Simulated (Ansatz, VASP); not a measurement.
# Cross-check of As between VASP and Ansatz

Aim: how closely do two programs agree when they are given the same cell, functional and k mesh? The structure shown is the start of the Ansatz relaxation below; VASP solves that cell, so the two are compared at the walk's first step.

Method: plane waves, with VASP 6.6.1 beside it; single point at PBE with D3(BJ), in Ansatz 0.2.0.

### Step 1. Starting point

The cell holds 4 atoms: 4 As. Cell: a = 3.610 Å, b = 3.610 Å, c = 39.400 Å, α = 90.0°, β = 90.0°, γ = 120.0°. Vacuum lies along c.

### Step 2. Ansatz: relaxation, PBE with D3(BJ)

Ansatz runs on its PAW soft_1 files.

The two programs are compared at the cell with which this relaxation starts, whose forces are those of its first step.

input.yaml

```yaml
crystal:
  lattice:
    - [3.61, 0.0, 0.0]
    - [-1.805, 3.1263517077, 0.0]
    - [0.0, 0.0, 39.4]
  atoms:
    - { symbol: As, position: [0.3333333333, 0.6666666667, 0.4581218274] }
    - { symbol: As, position: [0.6666666667, 0.3333333333, 0.4225888325] }
    - { symbol: As, position: [0.0, 0.0, 0.5774111675] }
    - { symbol: As, position: [0.6666666667, 0.3333333333, 0.5418781726] }
  periodic: [true, true, false]
kpoints:
  mp_grid: { grid: [6, 6, 1] }
hamiltonian:
  xc: pbe
  dispersion: d3bj
  pseudopotentials: { kind: paw, azcp: { folder: soft_1 } }
scf:
  occupations: { method: fermi_dirac, width: 0.02 }
relax:
  f_tol: 0.01
  max_steps: 100
  cell: {}
output:
  write_density: true
  write_potential: true
  elf: true
  volumetric_format: npy
```

Launch:

```sh
$ ansatz run input.yaml --threads 4 --pin off --max-ram 17510MiB --backend cpu --events-out ev --progress --plain --runs-dir out
```

Numbers of over 12 decimals in the logs are rounded to 6 here.

Log:

```text
Engine: ansatz 0.2.0, aarch64-unknown-linux-gnu
Pseudopotentials: kind: paw
Pseudopotential: As, paw, valence charge 15, recommended cutoff 420 eV (normal), soft_1/As.paw.azcp
Functional definition: PBE
  parameter kappa = 0.804
  parameter beta = 0.066725
  exchange = pbe_x(kappa = kappa, mu = beta*pi^2/3)
  correlation = pbe_c(beta = beta)
Crystal: 4 atoms, lattice volume = 444.674 Å³
Basis set: ecut = 420 eV, 8567 PW (Γ), exchange–correlation on 50×50×540 points (8 copies of the dense FFT grid, shifted against one another)
Bands: 36, of which v1, the nominal top of the filled ones, is band 30 counted from 1 (29 counted from 0)
Symmetry: 6 space group operations
Space group: P3m1 (ITA 156), of the structure as read, at distance tolerance 7.6e-5 Å
k-points: 7 of 36 (time reversal used)
Non-local potential: As, projectors of the file, l = 0: 2, l = 1: 2, l = 2: 3, l = 3: 1
PAW form: soft (Blöchl's): semilocal exchange-correlation on the pseudo side does not see the compensation charge
PAW one-centre angular grid: As, 590 points (default); XC on 64 Gauss nodes
Initial density: superposition of atomic densities (neutral atoms: chi_scale 0, normalization atom)
Initial wavefunctions: pseudopotential atomic-orbital guess
Functional: x = pbe(κ = 0.804, μ = 0.219515), c = pbe(β = 0.066725)
iter 1 solved again at ethr=9.16e-4 eV; its pass at ethr=3.10e-3 eV (dr2=5.49e-1 eV) is discarded
SCF iter   1: F=—  HF=-19425.654350 eV  |F-HF|=—  |Δ(HF+E_count)|=         —  Δρ=1.25e-2  dr2=5.51e-1  ethr=9.16e-4  ⟨swp⟩=2.0  Hψ=1658  notcnv=0
preconditioner: auto → Resta (q_TF=auto, 1.954 Å⁻¹)  ε∞=1.8  [insulator: Δε(μ)=1.094 eV  Ē_g=8.777 eV  σ=0.020 eV  W_gap=1.00  n_scr=24 (ndim 8)  ℏωp=7.9 eV  f_vac=0.743  D(μ)=0.00/eV (n_scr^D=0)  ε∞_Penn≈1.8  vacuum switching on, ρ_ref=5.6e-3 e/Å³]
SCF iter   2: F=—  HF=-19425.592449 eV  |F-HF|=—  |Δ(HF+E_count)|=   6.19e-2  Δρ=6.56e-3  dr2=1.51e-1  ethr=9.16e-4  ⟨swp⟩=2.9  Hψ=367  notcnv=0
SCF iter   3: F=—  HF=-19425.623083 eV  |F-HF|=—  |Δ(HF+E_count)|=   3.06e-2  Δρ=3.04e-3  dr2=4.04e-1  ethr=2.51e-4  ⟨swp⟩=4.1  Hψ=470  notcnv=0  recentre
SCF iter   4: F=—  HF=-19425.577561 eV  |F-HF|=—  |Δ(HF+E_count)|=   4.55e-2  Δρ=6.36e-4  dr2=3.27e-3  ethr=2.51e-4  ⟨swp⟩=3.4  Hψ=381  notcnv=0
SCF iter   5: F=—  HF=-19425.578065 eV  |F-HF|=—  |Δ(HF+E_count)|=   5.04e-4  Δρ=4.02e-4  dr2=4.17e-3  ethr=5.46e-6  ⟨swp⟩=3.1  Hψ=425  notcnv=0  defer=5
SCF iter   6: F=—  HF=-19425.577861 eV  |F-HF|=—  |Δ(HF+E_count)|=   2.05e-4  Δρ=1.87e-4  dr2=3.17e-4  ethr=5.46e-6  ⟨swp⟩=2.3  Hψ=331  notcnv=0  defer=10
SCF iter   7: F=—  HF=-19425.577922 eV  |F-HF|=—  |Δ(HF+E_count)|=   6.16e-5  Δρ=3.47e-5  dr2=5.08e-6  ethr=5.28e-7  ⟨swp⟩=2.9  Hψ=337  notcnv=0  defer=10
SCF iter   8: F=—  HF=-19425.577942 eV  |F-HF|=—  |Δ(HF+E_count)|=   1.99e-5  Δρ=1.06e-5  dr2=7.74e-7  ethr=8.47e-9  ⟨swp⟩=3.1  Hψ=523  notcnv=0  defer=10
SCF iter   9: F=-19425.577943 eV  HF=-19425.577943 eV  |F-HF|=2.51e-8  |Δ(HF+E_count)|=   7.39e-7  Δρ=2.68e-6  dr2=6.87e-8  ethr=1.67e-10  ⟨swp⟩=11.3  Hψ=2200  notcnv=0
SCF 1 converged in 9 iterations: F = -19425.577943 eV  dr2 = 6.87e-8
  greatest PAW one-centre occupation: 0.999 electrons in one spin orbital (limit 2), on the As atom at site 3 (counted from 0), in its partial waves of l = 2
relax step   1: F+E_penalty+E_count = -19425.57794303 eV  Δ(F+E_penalty+E_count) = +0.000e0 eV  max|allowed force component| = 2.348e-1 eV/Å  Δτ_max = 0.0000 Å  P = -1.105 N/m  Ω = 444.674 Å³  fix = [c, alpha, beta]  reactions: c +0.000 N/m  (9 SCF iters, dr2 threshold 1.00e-7 eV, accepted)
[...]
relax step   7: F+E_penalty+E_count = -19425.63016679 eV  Δ(F+E_penalty+E_count) = -1.363e-4 eV  max|allowed force component| = 1.819e-3 eV/Å  Δτ_max = 0.0074 Å  P = +0.012 N/m  Ω = 445.665 Å³  energy of the carried Pulay correction = -3.329e-5 eV  fix = [c, alpha, beta]  reactions: c +0.000 N/m  (7 SCF iters, dr2 threshold 1.98e-8 eV, accepted)
[...]
relax step   8: F+E_penalty+E_count = -19425.63019789 eV  Δ(F+E_penalty+E_count) = -3.110e-5 eV  max|allowed force component| = 1.826e-3 eV/Å  Δτ_max = 0.0000 Å  P = +0.013 N/m  Ω = 445.665 Å³  fix = [c, alpha, beta]  reactions: c +0.000 N/m  stress off target by 1.34e-2 N/m on what of the cell is left free  SCF on the basis re-selected at this cell (its energy is not comparable with the rows above)  (7 SCF iters)
basis re-selected at this cell: Δ(F+E_penalty+E_count) = -3.110e-5 eV, ΔP = +0.001 N/m vs the last step (what re-selecting the basis moved, of the pressure what is left beyond the Pulay correction that the steps carried, after the strain that the cell walked since its last selection, with what the two solves' SCF thresholds leave and, on support functions, any second-order correction that the steps lacked; it is no m [...]
WARN: The input density's exchange-correlation potential varies sharply where the density is thin. Do not read a vacuum level from v_tot or v_xc, or from such a field of the output density. On a cell that repeats whose density bears no net charge and no dipole along the vacuum's axis use v_es (v_loc + v_h of the components); under efield.dipole_correction with no amplitude use v_es + v_field, which holds any external [...]
SCF converged after 7 iterations
Free energy (F): -19425.630198 eV
Harris-Foulkes:  -19425.630198 eV  (|F-HF|=1.02e-8)
Internal energy: -19425.630198 eV  (E = F + TS)
E sigma→0 (E₀):  -19425.630198 eV
Entropy (-TS):   -0.000000 eV (-0.000 meV/atom)
Fermi energy:    -4.424859 eV
--- Per-component energies (eV) ---
  E_band       = -1830.621402
  E_kinetic    = 385.801536
  E_local      = -219354.147135  (includes V_loc(G=0)·N_el)
  E_nonlocal   = -1571.864590
  E_hartree    = 109725.541662
  E_xc         = -279.926653
  E_vxc        = -292.471906  (∫ρ·V_xc dr)
  E_paw        = -8053.483248  (= ΣΔE_a)
  E_vpaw       = -449.022960  (= ΣTr[D̂ρ^β])
  E_aug_tail   = -0.000027  (compensation charges beyond the density's cutoff)
  E_ewald      = 99723.609782
  E_disp       = -1.161525  (pairwise vdW)
  E_smearing   = -0.000000  (= −TS)
  E_closure    = -0.000000  (closes the sum)
  Σ components = -19425.630198   (vs F -19425.630198, Δ=0.00e0)
--- Forces (eV/Å), atoms counted from 1 ---
  atom   1  As     0.00000000    -0.00000000     0.00105903
  atom   2  As     0.00000000     0.00000000     0.00061996
  atom   3  As    -0.00000000     0.00000000     0.00014694
  atom   4  As     0.00000000    -0.00000000    -0.00182598
  max |Σ_I F_I| component: 4.57e-8 eV/Å
--- 2D stress c σ (N/m, compression-positive) ---
        0.013398      -0.000000       0.000000
       -0.000000       0.013398      -0.000000
        0.000000      -0.000000       0.000000
  P = ½ c Tr σ = 0.0134 N/m
--- Band table (eV; the first three rows and the last of 7) ---
  k-point 0: bands = [... 26 lower, -5.5658, -5.3576, -5.3576, -4.7913, -3.5975, -2.4815, -2.1148, -2.1148, ... 2 higher]
  k-point 1: bands = [... 26 lower, -6.3016, -6.2579, -5.9786, -4.7344, -3.1809, -2.8472, -1.5879, -1.2456, ... 2 higher]
  k-point 2: bands = [... 26 lower, -7.1475, -6.8304, -6.4707, -5.9410, -4.1156, -3.0225, -1.6310, -1.4101, ... 2 higher]
  k-point 6: bands = [... 26 lower, -8.1281, -7.5697, -7.3507, -6.7662, -3.6003, -3.2235, -1.4323, -0.5178, ... 2 higher]
  the weakly bound empty levels are not read free of the cell's end (no_gap_told)
--- Relaxed structure (7 steps of the walk, 7 accepted, 1 SCFs on fresh bases) ---
  F+E_penalty+E_count = -19425.63019789 eV   max|allowed force component| = 1.826e-3 eV/Å   (the final SCF, on the basis selected at the relaxed cell)
  cell:  # Å, volume = 445.6648 Å³
    - [3.614022, 0, 0]
    - [-1.807011, 3.129835, 0]
    - [0, 0, 39.4]
  atoms:
    - { symbol: As, position: [0.333333, 0.666667, 0.465943] }
    - { symbol: As, position: [0.666667, 0.333333, 0.430877] }
    - { symbol: As, position: [-2.3129646347434483e-17, -1.8503717076008884e-17, 0.569058] }
    - { symbol: As, position: [0.666667, 0.333333, 0.534121] }
```

### Step 3. VASP: single point, PBE with D3(BJ), start cell, pair 1

The same cell, functional, mesh and smearing now go to VASP, with its own data sets.

Lines of VASP's logs that name or quote its potential files are left out, and so is its time.

INCAR

```
SYSTEM = As
PREC = Accurate
ENCUT = 400
EDIFF = 1E-06
NELM = 120
ISMEAR = -1
SIGMA = 0.02
LREAL = .FALSE.
ALGO = Normal
GGA = PE
IVDW = 12
NBANDS = 16
LORBIT = 11
LWAVE = .FALSE.
LCHARG = .FALSE.
ISIF = 2
LDIPOL = .TRUE.
IDIPOL = 3
DIPOL = 0.5 0.5 0.5
LVHAR = .TRUE.
LASPH = .TRUE.
GGA_COMPAT = .FALSE.
EFERMI = MIDGAP
NELMDL = -8
KPAR = 2
```

POSCAR

```
As
1.0
    3.6100000000      0.0000000000      0.0000000000
   -1.8050000000      3.1263520000      0.0000000000
    0.0000000000      0.0000000000     39.4000000000
As
4
Direct
    0.3333332267      0.6666664534      0.4581218274
    0.6666666134      0.3333332267      0.4225888325
    0.0000000000      0.0000000000      0.5774111675
    0.6666666134      0.3333332267      0.5418781726
```

KPOINTS

```
Automatic mesh
0
Gamma
6 6 1
0 0 0
```

Potentials, in the order of the species: As (PBE family, release 64).

Launch:

```sh
$ mpirun -np 2 vasp_std
```

Log:

```text
[banner, memory and clock lines left out]
running    2 mpi-ranks, on    1 nodes
 distrk:  each k-point on    1 cores,    2 groups
 distr:  one band on    1 cores,    1 groups

 POSCAR found type information on POSCAR As
 POSCAR found :  1 types and       4 ions
 LDA part: xc-table for (Slater+PW92), standard interpolation
 POSCAR, INCAR and KPOINTS ok, starting setup
 FFT: planning ... GRIDC
 FFT: planning ... GRID_SOFT
 FFT: planning ... GRID
 WAVECAR not read
 entering main loop
       N       E                     dE             d eps       ncg     rms          rms(c)
DAV:   1     0.126253109403E+03    0.12625E+03   -0.50048E+03   232   0.674E+02
DAV:   2    -0.271624350054E+01   -0.12897E+03   -0.11997E+03   352   0.130E+02
DAV:   3    -0.183666459330E+02   -0.15650E+02   -0.15599E+02   328   0.576E+01
DAV:   4    -0.187193259040E+02   -0.35268E+00   -0.35228E+00   312   0.108E+01
DAV:   5    -0.187253918860E+02   -0.60660E-02   -0.60649E-02   296   0.131E+00
DAV:   6    -0.187255785832E+02   -0.18670E-03   -0.18670E-03   320   0.235E-01
DAV:   7    -0.187255835238E+02   -0.49407E-05   -0.49406E-05   296   0.323E-02
DAV:   8    -0.187255837195E+02   -0.19566E-06   -0.19573E-06   272   0.659E-03    0.460E+00
DAV:   9    -0.186566012554E+02    0.68982E-01   -0.37183E-02   272   0.978E-01    0.274E+00
DAV:  10    -0.186192479247E+02    0.37353E-01   -0.78718E-02   288   0.145E+00    0.160E-01
DAV:  11    -0.186197881840E+02   -0.54026E-03   -0.21502E-03   296   0.258E-01    0.757E-02
DAV:  12    -0.186198676716E+02   -0.79488E-04   -0.47692E-04   288   0.132E-01    0.298E-02
DAV:  13    -0.186198395005E+02    0.28171E-04   -0.12906E-04   296   0.622E-02    0.147E-02
DAV:  14    -0.186198448120E+02   -0.53116E-05   -0.31352E-05   296   0.249E-02    0.726E-03
DAV:  15    -0.186198749458E+02   -0.30134E-04   -0.17548E-05   248   0.164E-02    0.513E-03
DAV:  16    -0.186199291211E+02   -0.54175E-04   -0.58010E-06   272   0.835E-03    0.261E-03
DAV:  17    -0.186199714318E+02   -0.42311E-04   -0.10772E-05   280   0.883E-03    0.161E-03
DAV:  18    -0.186199955309E+02   -0.24099E-04   -0.16081E-06   248   0.397E-03    0.940E-04
DAV:  19    -0.186200078091E+02   -0.12278E-04   -0.21567E-07   224   0.158E-03    0.683E-04
DAV:  20    -0.186200181865E+02   -0.10377E-04   -0.21176E-07   216   0.145E-03    0.217E-04
DAV:  21    -0.186200213678E+02   -0.31813E-05   -0.82835E-08   200   0.775E-04    0.271E-04
DAV:  22    -0.186200228429E+02   -0.14750E-05   -0.99542E-09   152   0.528E-04    0.942E-05
DAV:  23    -0.186200245923E+02   -0.17494E-05   -0.35521E-08   168   0.476E-04    0.701E-05
DAV:  24    -0.186200247818E+02   -0.18950E-06   -0.21917E-09   128   0.217E-04
   1 F= -.19681826E+02 E0= -.19681826E+02  d E =-.222292E-11
```

OUTCAR, selected parts (step 3):

```text
ion  position               nearest neighbor table
   1  0.333  0.667  0.458-   2 2.51   2 2.51   2 2.51
   2  0.667  0.333  0.423-   1 2.51   1 2.51   1 2.51
   3  0.000  0.000  0.577-   4 2.51   4 2.51   4 2.51
   4  0.667  0.333  0.542-   3 2.51   3 2.51   3 2.51

  LATTYP: Found a hexagonal cell.
 ALAT       =     3.6100000000
 C/A-ratio  =    10.9141274238

 Subroutine GETGRP returns: Found  6 space group operations
 (whereof  6 operations were pure point group operations)

The static configuration has the point symmetry C_3v.

 Found      7 irreducible k-points:

   k-points           NKPTS =      7   k-points in BZ     NKDIM =      7   number of bands    NBANDS=     16

   dimension x,y,z NGX =    24 NGY =   24 NGZ =  270
   dimension x,y,z NGXF=    48 NGYF=   48 NGZF=  540

   ENCUT  =  400.0 eV  29.40 Ry    5.42 a.u.   5.89  5.89 64.25*2*pi/ulx,y,z

   NELECT =      20.0000    total number of electrons

 k-points in reciprocal lattice and weights: Automatic mesh
   0.00000000  0.00000000  0.00000000       0.028
   0.16666667  0.00000000  0.00000000       0.167
   0.33333333  0.00000000  0.00000000       0.167
   0.50000000 -0.00000000  0.00000000       0.083
   0.16666667  0.16666667  0.00000000       0.167
   0.33333333  0.16666667  0.00000000       0.333
   0.33333333  0.33333333  0.00000000       0.056

 dipolmoment           0.000000      0.000000      0.004211 electrons x Angstroem

 average (electrostatic) potential at core
       1 -57.7286       2 -57.7101       3 -57.6466       4 -57.6695

 E-fermi :  -2.6806

 k-point     1 :       0.0000    0.0000    0.0000
  band No.  band energies     occupation
    ...
      6      -3.4897      2.00000
      7      -3.4897      2.00000
      8      -3.4140      2.00000
      9      -3.4140      2.00000
     10      -3.2519      2.00000
     11      -1.6606      0.00000
     12      -1.0350      0.00000
     13      -0.0381      0.00000
     14      -0.0381      0.00000
     15       0.0790      0.00000
    ...

 k-point     2 :       0.1667    0.0000    0.0000
  band No.  band energies     occupation
    ...
      6      -5.5659      2.00000
      7      -4.3747      2.00000
      8      -4.1587      2.00000
      9      -4.0631      2.00000
     10      -3.1968      2.00000
     11      -1.2615      0.00000
     12      -1.0522      0.00000
     13       0.5299      0.00000
     14       0.5992      0.00000
     15       0.7312      0.00000
    ...

 k-point     3 :       0.3333    0.0000    0.0000
  band No.  band energies     occupation
    ...
      6      -6.8401      2.00000
      7      -5.0361      2.00000
      8      -4.9295      2.00000
      9      -4.4133      2.00000
     10      -4.1052      2.00000
     11      -2.1644      0.00000
     12      -1.3813      0.00000
     13       0.2094      0.00000
     14       0.6614      0.00000
     15       0.8118      0.00000
    ...

 Edisp (eV)   -1.06180

  Total      -0.64866    -0.64866    -0.81303     0.00000     0.00000    -0.00000
  in kB      -2.33715    -2.33715    -2.92939     0.00000     0.00000    -0.00000
  external pressure =       -2.53 kB  Pullay stress =        0.00 kB

  energy-cutoff  :      400.00
  volume of cell :      444.67
      direct lattice vectors                 reciprocal lattice vectors
     3.610000000  0.000000000  0.000000000     0.277008310  0.159930808  0.000000000
    -1.805000000  3.126352000  0.000000000     0.000000000  0.319861615  0.000000000
     0.000000000  0.000000000 39.400000000     0.000000000  0.000000000  0.025380711

 POSITION                                       TOTAL-FORCE (eV/Angst)
 -----------------------------------------------------------------------------------
      0.00000      2.08423     18.05000         0.000000      0.000000     -0.027288
      1.80500      1.04212     16.65000        -0.000000      0.000000      0.142530
      0.00000      0.00000     22.75000         0.000000     -0.000000     -0.155952
      1.80500      1.04212     21.35000         0.000000     -0.000000      0.040710
 -----------------------------------------------------------------------------------
    total drift:                               -0.000000      0.000264     -0.000070

  FREE ENERGIE OF THE ION-ELECTRON SYSTEM (eV)
  ---------------------------------------------------
  free  energy   TOTEN  =       -19.6818256610 eV

  energy  without entropy=      -19.6818256610  energy(sigma->0) =      -19.68182566

 vacuum level on the upper side and lower side of the slab         1.934         1.866

 total charge
# of ion       s       p       d       tot
------------------------------------------
    1        1.297   1.366   0.042   2.705
    2        1.295   1.371   0.040   2.706
    3        1.294   1.372   0.040   2.707
    4        1.296   1.367   0.042   2.705
--------------------------------------------------
tot          5.183   5.477   0.164  10.824

[... 3 further parts left out ...]
```

### Step 4. Side by side

Known differences besides the potentials themselves: Ansatz cuts the interaction across the vacuum, VASP repeats the sheet with a dipole correction; the data sets hold 60 valence electrons in Ansatz (on its PAW soft_1 files) and 20 in VASP; the cutoff is 420 eV in Ansatz and 400 eV in VASP. Total energies have different zeros and are not compared.

Forces (eV/Å; atoms numbered as in POSCAR):

| atom | Ansatz x, y, z | VASP x, y, z |
| --- | --- | --- |
| As1 | 0.000, 0.000, -0.107 | 0.000, 0.000, -0.027 |
| As2 | 0.000, 0.000, 0.221 | 0.000, 0.000, 0.143 |
| As3 | 0.000, 0.000, -0.235 | 0.000, 0.000, -0.156 |
| As4 | 0.000, 0.000, 0.120 | 0.000, 0.000, 0.041 |

The forces differ by 46 meV/Å r.m.s., which is 72.9 % of the r.m.s. force of 0.063 eV/Å (both taken over all components). With vacuum in the cell, a pressure given here is an average over mostly empty space and none of the material.

### Step 5. What the set-up changes

Further runs change the set-up of one program: Ansatz's method, potentials or start, or VASP's data sets, cutoff or form of LDA. The table gives that difference for each run.

| run | r.m.s. force difference (meV/Å) |
| --- | --- |
| as above | 46 |
| VASP with the data sets As_d and a cutoff of 520 eV | 13 |

### Step 6. Ansatz: relaxation, PBE with D3(BJ)

The two programs are compared at the cell with which this relaxation starts, whose forces are those of its first step.

The structure compared here is the start of the Ansatz relaxation; VASP solves that cell, so the two are compared at the walk's first step.

input.yaml, the sections that differ from step 2:

```yaml
crystal:
  lattice:
    - [3.61, 0.0, 0.0]
    - [-1.805, 3.1263517077, 0.0]
    - [0.0, 0.0, 39.4]
  atoms:
    - { symbol: As, position: [0.3333333333, 0.6666666667, 0.4581218274] }
    - { symbol: As, position: [0.6666666667, 0.3333333333, 0.4225888325] }
    - { symbol: As, position: [0.3333333333, 0.6666666667, 0.5774111675] }
    - { symbol: As, position: [0.0, 0.0, 0.5418781726] }
  periodic: [true, true, false]
# kpoints, hamiltonian, scf, relax: as in step 2
# output: removed
```

Launch:

```sh
$ ansatz run input.yaml --threads 4 --pin off --max-ram 17510MiB --backend cpu --events-out ev --progress --plain --runs-dir out
```

Log:

```text
[...]
Crystal: 4 atoms, lattice volume = 444.674 Å³
Basis set: ecut = 420 eV, 8567 PW (Γ), exchange–correlation on 50×50×540 points (8 copies of the dense FFT grid, shifted against one another)
Bands: 36, of which v1, the nominal top of the filled ones, is band 30 counted from 1 (29 counted from 0)
Symmetry: 6 space group operations
[...]
k-points: 7 of 36 (time reversal used)
[...]
P = ½ c Tr σ = 0.0134 N/m
--- Relaxed structure (7 steps of the walk, 7 accepted, 1 SCFs on fresh bases) ---
[...]
cell:  # Å, volume = 445.6648 Å³
    - [3.614022, 0.0, 0]
    - [-1.807011, 3.129835, 0]
    - [0, 0, 39.4]
  atoms:
    - { symbol: As, position: [0.333333, 0.666667, 0.465879] }
    - { symbol: As, position: [0.666667, 0.333333, 0.430942] }
    - { symbol: As, position: [0.333333, 0.666667, 0.569123] }
[...]
[key lines of the parts left out:]
SCF converged after 7 iterations
Free energy (F): -19425.630198 eV
Fermi energy:    -4.424860 eV
```

[end of part 1 of 2]

[Lines on the potential files, build, host, timing and source positions are cut from VASP's logs without a mark.]

[Logs are printed without paths, hosts, clocks, repeated set-up lines and the standing remarks that a program may print on its own settings, such as how far it seeks lower states.]

[Hosts, paths, dates, database ids (printed as entryN), source tags and the programs' standing remarks are cut or masked in the printed files.]

[Rows of further runs with another cutoff or data set may stand on the cell that Ansatz relaxed, not on the start cell of the pair above them.]
